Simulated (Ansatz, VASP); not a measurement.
One calculation of MgO, two programs

Contents of INCAR:

```
SYSTEM = MgO
PREC     = Accurate       ! precision mode
ENCUT    = 520            ! plane-wave cutoff, eV
EDIFF    = 1E-6           ! SCF threshold, eV
ISMEAR   = 0              ! smearing method
SIGMA    = 0.02           ! smearing width, eV
LREAL    = .False.        ! projectors in reciprocal space
LASPH    = .True.         ! aspherical terms in the spheres
NELM     = 100            ! most SCF steps
ALGO     = Fast           ! electronic algorithm
ISIF     = 2              ! what is computed and relaxed
LWAVE    = .False.        ! write WAVECAR
LCHARG   = .False.        ! write CHGCAR
GGA      = PE             ! functional
NBANDS   = 11             ! bands
```

KPOINTS

```
Automatic mesh
0
Gamma
  12 12 10
  0 0 0
```

POSCAR

```
MgO
1.0
    2.9362874711      0.0000000000      0.0000000000
   -1.4681437355      2.5428995428      0.0000000000
    0.0000000000      0.0000000000      2.5977085888
Mg O
1 1
Direct
    0.0000000000      0.0000000000      0.0000000000
    0.3333333300      0.6666666700      0.5000000000
```

Input for Ansatz:

```yaml
crystal:
  lattice:
    - [2.9362874711, 0.0, 0.0]
    - [-1.4681437355, 2.5428995428, 0.0]
    - [0.0, 0.0, 2.5977085888]
  atoms:
    - { symbol: Mg, position: [0.0, 0.0, 0.0] }
    - { symbol: O, position: [0.33333333, 0.66666667, 0.5] }
basis:
  ecutwfc: 420
kpoints:
  mp_grid: { grid: [12, 12, 10] }
hamiltonian:
  xc: pbe
scf:
  occupations: { method: gaussian, width: 0.02 }
output:
  forces: true
  stress: true
  eigenvalues: true
```

Alike in both runs: task single point; functional PBE; k mesh 12 × 12 × 10; occupations gaussian, width 0.02 eV; no spin polarisation.

```csv
,VASP,Ansatz
version,VASP 6.6.1,Ansatz 0.2.0
potentials or method,"VASP PAW PBE potentials, release 64 (Mg, O)","scalar-relativistic, plane waves, PAW"
plane-wave cutoff (eV),520,420
valence electrons in the cell,8,16
```

Ansatz gave:

| Quantity | Value |
| --- | --- |
| gap on the k mesh at the Fermi level (eV) | 3.06 |
| least direct gap on the mesh (eV) | 3.41 |
| pressure (GPa) | 5.6 |
| largest component of the traceless stress (GPa) | 12.19 |

Q: Estimate VASP's values.

A: gap on the k mesh at the Fermi level (eV): 3.04; least direct gap on the mesh (eV): 3.39; pressure (GPa): 4.9; largest component of the traceless stress (GPa): 12.17.

With one functional, cell and mesh, what is left measures potentials, basis and numerics. The two sets of potentials don't hold the same shells in valence.

A k mesh can miss the band edges.
